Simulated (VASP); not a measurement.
## Cd: single point with PBE

Cd:

```
Cd
1.0
    -1.78432    1.78432    1.78432
     1.78432   -1.78432    1.78432
     1.78432    1.78432   -1.78432
Cd
1
Direct
  0.00000 0.00000 0.00000
```

This isn't the form of Cd at room conditions, which is hcp.

```
Program             : VASP 6.6.1
Task                : single point
Functional          : PBE
Potentials or basis : VASP PAW PBE potentials, release 64 (Cd)
Cutoff              : 520 eV
k mesh              : 7 × 7 × 7
Occupations         : fermi-dirac, width 0.04 eV
Spin                : no spin polarisation
```

| Quantity | Value |
| --- | --- |
| Pressure | 0.9 GPa |
| Band gap on the k mesh | none (metal or under the smearing width) |

Levels at points of the mesh, in eV from the Fermi level:
| k point | band 3 | band 4 | band 5 | band 6 | band 7 | band 8 | band 9 | band 10 |
| --- | --- | --- | --- | --- | --- | --- | --- | --- |
| (0.00, 0.00, 0.00) | -9.16 | -8.56 | -8.56 | -8.54 | 15.36 | 15.36 | 15.36 | 15.86 |

It took 7.7 s on 1 thread of Intel(R) Xeon(R) Platinum 8375C CPU @ 2.90GHz (Ice Lake) (shared host), peak memory 0.13 GiB.
